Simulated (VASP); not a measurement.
# Pt (Fm-3m) in VASP: a series of runs

The runs below take Pt through relaxation of cell and atoms, vibrations by finite differences, with LDA.

All numbers are computed with VASP 6.6.1; they aren't measurements. Logs are shortened: lines on timing, memory, paths and dates and some standing lists are left out, and cuts for length are marked.

## Step 1: The crystal as given

Symmetry: Fm-3m, No. 225, cubic system. Conventional cell: a = 3.922 Å, b = 3.922 Å, c = 3.922 Å, α = 90.00°, β = 90.00°, γ = 90.00°. Pt (site symmetry m-3m) is surrounded by 12 Pt at 2.77 Å.

## Step 2: Relaxation of cell and atoms, LDA

INCAR reads:

```
ALGO = Normal
EDIFF = 1E-7
EDIFFG = -0.002
ENCUT = 520
GGA = CA
IBRION = 2
ISIF = 3
ISMEAR = 0
LASPH = T
LCHARG = F
LREAL = F
LWAVE = F
NELM = 60
NSW = 80
PREC = Accurate
SIGMA = 0.1
```

KPOINTS reads:

```
k-points
0
Gamma
  18 18 18
```

POSCAR reads:

```
Pt
1.0
    0.0000000000      1.9609000000      1.9609000000
    1.9609000000      0.0000000000      1.9609000000
    1.9609000000      1.9609000000      0.0000000000
Pt
1
Direct
    0.0000000000      0.0000000000      0.0000000000
```

Potentials or basis: VASP PAW LDA potentials, release 64 (Pt).

On the command line:

```console
$ cat potpaw_LDA.64/Pt/POTCAR > POTCAR
$ mpirun -np 1 vasp_std > vasp.out
```

OUTCAR:

```text
EDIFF = 1E-7
   EDIFFG = -0.002
   ENCUT = 520
   GGA = CA
   IBRION = 2
   ISIF = 3
   ISMEAR = 0
   LASPH = T
   LREAL = F
   NELM = 60
   NSW = 80
   PREC = Accurate

 ion  position               nearest neighbor table
   1  0.000  0.000  0.000-

  LATTYP: Found a face centered cubic cell.
 ALAT       =     3.9218000000

  Lattice vectors:

 A1 = (   0.0000000000,   1.9609000000,   1.9609000000)
 A2 = (   1.9609000000,   0.0000000000,   1.9609000000)
 A3 = (   1.9609000000,   1.9609000000,   0.0000000000)

Analysis of symmetry for initial positions (statically):
=====================================================================
 Subroutine PRICEL returns:
 Original cell was already a primitive cell.

 Routine SETGRP: Setting up the symmetry group for a
 face centered cubic supercell.

 Subroutine GETGRP returns: Found 48 space group operations
 (whereof 48 operations were pure point group operations)
 out of a pool of 48 trial point group operations.

The static configuration has the point symmetry O_h .

Analysis of symmetry for dynamics (positions and initial velocities):
=====================================================================
 Subroutine PRICEL returns:
 Original cell was already a primitive cell.

 Routine SETGRP: Setting up the symmetry group for a
 face centered cubic supercell.

 Subroutine GETGRP returns: Found 48 space group operations
 (whereof 48 operations were pure point group operations)
 out of a pool of 48 trial point group operations.

The dynamic configuration has the point symmetry O_h .

 Subroutine INISYM returns: Found 48 space group operations
 (whereof 48 operations are pure point group operations),
 and found     1 'primitive' translations

----------------------------------------------------------------------------------------

                                     Primitive cell

  volume of cell :      15.0798

  direct lattice vectors                    reciprocal lattice vectors
     0.000000000  1.960900000  1.960900000    -0.254984956  0.254984956  0.254984956
     1.960900000  0.000000000  1.960900000     0.254984956 -0.254984956  0.254984956
     1.960900000  1.960900000  0.000000000     0.254984956  0.254984956 -0.254984956

  length of vectors
     2.773131374  2.773131374  2.773131374     0.441646899  0.441646899  0.441646899

  position of ions in fractional coordinates (direct lattice)
     0.000000000  0.000000000  0.000000000

  ion indices of the primitive-cell ions
   primitive index   ion index
                 1           1

----------------------------------------------------------------------------------------

 KPOINTS: k-points

Automatic generation of k-mesh.
 Grid dimensions read from file:
 generate k-points for:   18   18   18

 Generating k-lattice:

  Cartesian coordinates                     Fractional coordinates (reciprocal lattice)
    -0.014165831  0.014165831  0.014165831     0.055555556  0.000000000  0.000000000
     0.014165831 -0.014165831  0.014165831     0.000000000  0.055555556  0.000000000
     0.014165831  0.014165831 -0.014165831     0.000000000  0.000000000  0.055555556

  Length of vectors
     0.024535939  0.024535939  0.024535939

  Shift w.r.t. Gamma in fractional coordinates (k-lattice)
     0.000000000  0.000000000  0.000000000

 Subroutine IBZKPT returns following result:
 ===========================================

 Found    195 irreducible k-points:

 Following reciprocal coordinates:
            Coordinates               Weight
  0.000000  0.000000  0.000000      1.000000
  0.055556  0.000000  0.000000      8.000000
  0.111111  0.000000  0.000000      8.000000
  0.166667  0.000000  0.000000      8.000000
  0.222222  0.000000  0.000000      8.000000
  0.277778  0.000000  0.000000      8.000000
[... 16 lines left out ...]
 -0.277778  0.055556  0.000000     24.000000
 -0.222222  0.055556  0.000000     24.000000
 [... further k-points ...]
   k-points           NKPTS =    195   k-points in BZ     NKDIM =    195   number of bands    NBANDS=      9
   number of dos      NEDOS =    301   number of ions     NIONS =      1
   total plane-waves  NPLWV =  13824
   dimension x,y,z NGX =    24 NGY =   24 NGZ =   24
   dimension x,y,z NGXF=    48 NGYF=   48 NGZF=   48
   ions per type =               1
   NGX,Y,Z   is equivalent  to a cutoff of  14.39, 14.39, 14.39 a.u.
   NGXF,Y,Z  is equivalent  to a cutoff of  28.78, 28.78, 28.78 a.u.
 SYSTEM =  unknown system
   PREC   = accura    normal or accurate (medium, high low for compatibility)
   ISTART =      0    job   : 0-new  1-cont  2-samecut
   ICHARG =      2    charge: 1-file 2-atom 10-const
   ISPIN  =      1    spin polarized calculation?
   LNONCOLLINEAR =      F non collinear calculations
   LSORBIT =      F    spin-orbit coupling
   LASPH  =      T    aspherical Exc in radial PAW
   ENCUT  =  520.0 eV  38.22 Ry    6.18 a.u.   5.16  5.16  5.16*2*pi/ulx,y,z
   NELM   =     60;   NELMIN=  2; NELMDL= -5     # of ELM steps
   EDIFF  = 0.1E-06   stopping-criterion for ELM
   LREAL  =      F    real-space projection
   EDIFFG = -.2E-02   stopping-criterion for IOM
   NSW    =     80    number of steps for IOM
   IBRION =      2    ionic relax: 0-MD 1-quasi-New 2-CG
   NFREE  =      1    steps in history (QN), initial steepest desc. (CG)
   ISIF   =      3    stress and relaxation
   ISYM   =      2    0-nonsym 1-usesym 2-fastsym
   POTIM  = 0.5000    time-step for ionic-motion
   TEBEG  =    0.0;   TEEND  =   0.0 temperature during run
   PSTRESS=    0.0 pullay stress
   NELECT =      10.0000    total number of electrons
   NUPDOWN=      -1.0000    fix difference up-down
   EMIN   =  10.00;   EMAX   =-10.00  energy-range for DOS
   EFERMI =   0.00;   METHOD = LEGACY
   ISMEAR =     0;   SIGMA  =   0.10  broadening in eV -4-tet -1-fermi 0-gaus
   EFERMI_NEDOS =   21; number of points for ismear=-14 and -15
   IALGO  =     38    algorithm
   IMIX   =      4    mixing-type and parameters
     AMIX     =   0.40;   BMIX     =  1.00
     AMIX_MAG =   1.60;   BMIX_MAG =  1.00
  volume/ion in A,a.u.               =      15.08       101.76
  Fermi-wavevector in a.u.,A,eV,Ry     =   1.427609  2.697791 27.729605  2.038068
  Thomas-Fermi vector in A             =   2.547760
   LORBIT       =      0    0 simple, 1 ext, 2 COOP (PROOUT), +10 PAW based schemes
   GGA     = CA    functional components
   LHFCALC =     F    Hartree Fock is set to
   AEXX    =    0.0000 exact exchange contribution
   IVDW    =     0    specifies the selected vdW correction
   LEPSILON=     F    determine dielectric tensor
   LRPA    =     F    only Hartree local field effects (RPA)
 conjugate gradient relaxation of ions
 non-spin polarized calculation
 Gauss-broadening in eV      SIGMA  =   0.10
  energy-cutoff  :      520.00
  volume of cell :       15.08
 maximum number of plane-waves:       419
 NGX is ok and might be reduce to    24
   NGX = 11   NGY = 11   NGZ = 11

--------------------------------------- Ionic step        1  -------------------------------------------

 number of electron      10.0000000 magnetization

 Free energy of the ion-electron system (eV)
  ---------------------------------------------------
  ext. energy  EPLUGINS =         0.00000000
  ---------------------------------------------------
  free energy    TOTEN  =        -7.50235183 eV

  energy without entropy =       -7.49167291  energy(sigma->0) =       -7.49701237

------------------------ aborting loop because EDIFF is reached ----------------------------------------

  FORCE on cell =-STRESS in cart. coord.  units (eV):
  Direction    XX          YY          ZZ          XY          YZ          ZX
  --------------------------------------------------------------------------------------
  -------------------------------------------------------------------------------------
  Total       -0.5229737     -0.5229737     -0.5229737      0.0000000      0.0000000      0.0000000
  in kB      -55.5640765    -55.5640765    -55.5640765      0.0000000      0.0000000      0.0000000
  external PRESSURE =     -55.5640765 kB  Pullay stress =       0.0000000 kB

 VOLUME and BASIS-vectors are now :
 -----------------------------------------------------------------------------
  energy-cutoff  :      520.00
  volume of cell :       15.08
      direct lattice vectors                 reciprocal lattice vectors
     0.000000000  1.960900000  1.960900000    -0.254984956  0.254984956  0.254984956
     1.960900000  0.000000000  1.960900000     0.254984956 -0.254984956  0.254984956
     1.960900000  1.960900000  0.000000000     0.254984956  0.254984956 -0.254984956
[... 71 lines left out ...]
 POSITION                                       TOTAL-FORCE (eV/Angst)
 -----------------------------------------------------------------------------------
      0.00000      0.00000      0.00000        -0.000000      0.000000     -0.000000
 -----------------------------------------------------------------------------------
    total drift:                               -0.000000      0.000000     -0.000000

  FREE ENERGIE OF THE ION-ELECTRON SYSTEM (eV)
  ---------------------------------------------------
  free  energy   TOTEN  =        -7.5073969625 eV

  energy  without entropy=       -7.4970380230  energy(sigma->0) =       -7.50221749

--------------------------------------- Ionic step        4  -------------------------------------------

 number of electron       9.9999999 magnetization

 Free energy of the ion-electron system (eV)
  ---------------------------------------------------
  ext. energy  EPLUGINS =         0.00000000
  ---------------------------------------------------
  free energy    TOTEN  =        -7.50739976 eV

  energy without entropy =       -7.49704793  energy(sigma->0) =       -7.50222384

 E-fermi :  11.5187     XC(G=0): -13.7989

 val. band max:       11.5139634191   @ k =  -0.3333   0.3889   0.1111
 cond. band min:      11.5315230076   @ k =   0.3889   0.2222   0.0000
 fundamental gap:      0.0175595885
 Fermi energy:        11.5187331141

 k-point     1 :       0.0000    0.0000    0.0000
  band No.  band energies     occupation
      1       1.0537      2.00000
      2       7.5757      2.00000
      3       7.5757      2.00000
      4       7.5757      2.00000
      5       9.8374      2.00000
      6       9.8374      2.00000
      7      26.0813      0.00000
      8      31.1111      0.00000
      9      31.1111      0.00000

 k-point     2 :       0.0556    0.0000    0.0000
  band No.  band energies     occupation
      1       1.1808      2.00000
      2       7.5175      2.00000
      3       7.6272      2.00000
      4       7.6272      2.00000
      5       9.8075      2.00000
      6       9.8075      2.00000
      7      26.2840      0.00000
      8      30.4531      0.00000
      9      31.3102      0.00000
[... 253 lines left out ...]
 k-point    24 :      -0.2222    0.0556    0.0000
  band No.  band energies     occupation
      1       3.1302      2.00000
      2       7.0717      2.00000
      3       7.9867      2.00000
      4       8.0555      2.00000
      5       9.6240      2.00000
      6      10.3330      2.00000
      7      25.2935      0.00000
      8      28.1045      0.00000
      9      32.7368      0.00000

 [... further k-points ...]

------------------------ aborting loop because EDIFF is reached ----------------------------------------

  FORCE on cell =-STRESS in cart. coord.  units (eV):
  Direction    XX          YY          ZZ          XY          YZ          ZX
  --------------------------------------------------------------------------------------
  -------------------------------------------------------------------------------------
  Total       -0.0014011     -0.0014011     -0.0014011      0.0000000      0.0000000     -0.0000000
  in kB       -0.1517274     -0.1517274     -0.1517274      0.0000000      0.0000000     -0.0000000
  external PRESSURE =      -0.1517274 kB  Pullay stress =       0.0000000 kB

 VOLUME and BASIS-vectors are now :
 -----------------------------------------------------------------------------
  energy-cutoff  :      520.00
  volume of cell :       14.80
      direct lattice vectors                 reciprocal lattice vectors
    -0.000000000  1.948490767  1.948490767    -0.256608863  0.256608863  0.256608863
     1.948490767  0.000000000  1.948490767     0.256608863 -0.256608863  0.256608863
     1.948490767  1.948490767  0.000000000     0.256608863  0.256608863 -0.256608863

 POSITION                                       TOTAL-FORCE (eV/Angst)
 -----------------------------------------------------------------------------------
      1.94849      1.94849      3.89698        -0.000000     -0.000000      0.000000
 -----------------------------------------------------------------------------------
    total drift:                               -0.000000     -0.000000     -0.000000

  FREE ENERGIE OF THE ION-ELECTRON SYSTEM (eV)
  ---------------------------------------------------
  free  energy   TOTEN  =        -7.5073997556 eV

  energy  without entropy=       -7.4970479312  energy(sigma->0) =       -7.50222384

 reached required accuracy - stopping structural energy minimisation
```

It took 54 s on 1 thread of AMD EPYC 7R13 (Zen 3), shared host; peak memory 0.14 GiB.

Results:

- Free energy: -7.5074 eV
- Relaxed volume: 14.80 Å³/atom
- Relaxed cell: a = 2.756 Å, b = 2.756 Å, c = 2.756 Å, α = 60.00°, β = 60.00°, γ = 60.00°
- Space group after relaxing (to 0.05 Å): Fm-3m (No. 225)
- Energy gained by relaxing: 5.0 meV/atom
- Ionic steps: 4
- Pressure after relaxing: 0.0 GPa
- Band gap on the k mesh: none (metal or under the smearing width)

The path:
| step | energy change (eV) | largest force (eV/Å) | pressure (GPa) | volume (Å³) |
| --- | --- | --- | --- | --- |
| 1 | 0.0000 | 0.0000 | -5.56 | 15.08 |
| 2 | 0.0451 | 0.0000 | 20.62 | 13.97 |
| 3 | -0.0050 | 0.0000 | -0.14 | 14.80 |
| 4 | -0.0050 | 0.0000 | -0.02 | 14.80 |

Final structure:
```cif
data_structure
_symmetry_space_group_name_H-M 'P 1'
_symmetry_Int_Tables_number 1
_cell_length_a 2.7556
_cell_length_b 2.7556
_cell_length_c 2.7556
_cell_angle_alpha 60.000
_cell_angle_beta 60.000
_cell_angle_gamma 60.000
_cell_volume 14.80
loop_
_atom_site_label
_atom_site_type_symbol
_atom_site_fract_x
_atom_site_fract_y
_atom_site_fract_z
_atom_site_occupancy
Pt1 Pt 0.00000 0.00000 0.00000 1
```

Spin-orbit coupling is left out, which matters for the levels of Pt. LDA usually gives volumes a few per cent too small.

## Step 3: Relaxation of cell and atoms, LDA

This run uses another cell than the first one, of 14.80 Å³/atom, 0.981 times its volume.

INCAR is that of step 2.

KPOINTS is that of step 2.

POSCAR reads:

```
Pt                                      
1.0
   -0.0000000000      1.9484907665      1.9484907665
    1.9484907665      0.0000000000      1.9484907665
    1.9484907665      1.9484907665      0.0000000000
  Pt            
     1
Direct
     1.0000000000000000    1.0000000000000000    0.0000000000000000
```

Potentials or basis: VASP PAW LDA potentials, release 64 (Pt).

On the command line:

```console
$ cat potpaw_LDA.64/Pt/POTCAR > POTCAR
$ mpirun -np 1 vasp_std > vasp.out
```

It took 16 s on 1 thread of AMD EPYC 7R13 (Zen 3), shared host; peak memory 0.11 GiB.

The run converged. Its results:

```
Free energy             : -7.5071 eV
Pressure after relaxing : 0.0 GPa
Band gap on the k mesh  : none (metal or under the smearing width)
```

Final structure:
```
Pt
1.0
     0.00000    1.94849    1.94849
     1.94849    0.00000    1.94849
     1.94849    1.94849    0.00000
Pt
1
Direct
  0.00000 0.00000 0.00000
```

Levels at points of the mesh, in eV from the Fermi level:
| k point | band 3 | band 4 | band 5 | band 6 | band 7 | band 8 |
| --- | --- | --- | --- | --- | --- | --- |
| (0.00, 0.00, 0.00) | -3.94 | -3.94 | -1.68 | -1.68 | 14.56 | 19.59 |
| (0.50, 0.00, 0.00) | -4.00 | -0.56 | 0.04 | 0.04 | 5.97 | 14.14 |
| (0.50, 0.50, 0.00) | 0.03 | 0.51 | 0.51 | 1.73 | 9.07 | 11.39 |

Caveat: the relaxation stopped at its first step, so nothing moved. The run has no spin-orbit coupling, so splittings on Pt are missing.

## Step 4: Vibrations by finite differences, LDA

This run uses another cell than the first one, of 14.80 Å³/atom, 0.981 times its volume.

INCAR reads:

```
PREC = Accurate
ENCUT = 520
EDIFF = 1E-8
ISMEAR = 0
SIGMA = 0.1
LREAL = F
LASPH = T
NELM = 60
ALGO = Normal
ISIF = 3
LWAVE = F
LCHARG = F
GGA = CA
IBRION = 6
NFREE = 2
POTIM = 0.015
NSW = 1
```

KPOINTS reads:

```
regular mesh
0
Gamma
  18 18 18
```

POSCAR reads:

```
Pt                                      
1.0
    0.0000000000      1.9484907665      1.9484907665
    1.9484907665      0.0000000000      1.9484907665
    1.9484907665      1.9484907665      0.0000000000
  Pt            
     1
Direct
     0.0000000000000000    0.0000000000000000    0.0000000000000000
```

On the command line:

```console
$ cat potpaw_LDA.64/Pt/POTCAR > POTCAR
$ mpirun -np 1 vasp_std > vasp.out
```

Run time: 12 min. Hardware: 1 thread of AMD EPYC 7R13 (Zen 3), shared host; peak memory 0.43 GiB.

The run converged. Its results:

- Elastic constants C11, C12, C44: 377, 272, 78 GPa
- Voigt bulk modulus: 307 GPa

Elastic tensor in Voigt notation (GPa, in the Cartesian axes of the cell as first typed):
```
377 272 272   0   0   0
272 377 272   0   0   0
272 272 377   0   0   0
  0   0   0  78   0   0
  0   0   0   0  78   0
  0   0   0   0   0  78
```

Clamped-ion elastic tensor (GPa):
```
377 272 272   0   0   0
272 377 272   0   0   0
272 272 377   0   0   0
  0   0   0  78   0   0
  0   0   0   0  78   0
  0   0   0   0   0  78
```

Caveat: elastic constants of metals need much finer meshes, so these are rough. Spin-orbit coupling is left out, which matters for the levels of Pt.
